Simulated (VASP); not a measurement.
Runs of VASP 6.6.1 on Sr. Symmetry: Fm-3m, No. 225, cubic system. Conventional cell: a = 6.085 Å, b = 6.085 Å, c = 6.085 Å, α = 90.00°, β = 90.00°, γ = 90.00°. Sr (site symmetry m-3m) has 12 Sr at 4.30 Å as nearest neighbours. 

```csv
task,level,potentials or basis,cell,cutoff (eV),smearing,ladder,gap on the mesh (eV),pressure (GPa),relaxed volume (Å³/atom)
electric field gradients,SCAN+MBD,"VASP PAW PBE potentials, release 64 (Sr_sv)",as given,500,methfessel-paxton 0.2 eV,-,none,-0.9,-
single point,PBE,"VASP PAW PBE potentials, release 64 (Sr_sv)",as given,520,fermi-dirac 0.05 eV,-,none,-0.3,-
optical spectrum,TB-mBJ,"VASP PAW PBE potentials, release 64 (Sr_sv)",as given,500,methfessel-paxton 0.1 eV,-,0.09,-,-
single point,PBEsol,"VASP PAW PBE potentials, release 64 (Sr_sv)",as given,520,gaussian 0.05 eV,-,none,-0.9,-
single point,LDA,"VASP PAW LDA potentials, release 54 (Sr_sv)",as given,520,gaussian 0.02 eV,-,none,-1.6,-
relaxation of cell and atoms,PW91,"VASP PAW PBE potentials, release 64 (Sr_sv_GW)",relaxed,630,methfessel-paxton 0.1 eV,-,none,-0.1,54.10
relaxation of cell and atoms,LDA,"VASP PAW LDA potentials, release 64 (Sr_sv)",relaxed,600,fermi-dirac 0.05 eV,gaps,(b),0.0,(a)
single point,RPBE,"VASP PAW PBE potentials, release 64 (Sr_sv_GW)",as given,550,gaussian 0.02 eV,-,none,0.3,-
single point,PBEsol,"VASP PAW PBE potentials, release 64 (Sr_sv)",as given,520,fermi-dirac 0.05 eV,free,none,-0.9,-
```

Alike in all rows: no spin polarisation; k mesh 8 × 8 × 8.

Problem. Estimate the missing entries.

Solution. (a) 48.51; (b) 0.14.

Caveats: the PAW data sets were made with another functional, which shifts forces and pressure a little (some runs); the volume moved by -14 % from the deposited cell, more than functionals usually miss (some runs).

A k mesh can miss the band edges, and the runs leave out spin-orbit coupling on Sr.

A gap of «none» marks a metal or a gap under the smearing width.

Not every run made on this cell is shown here.
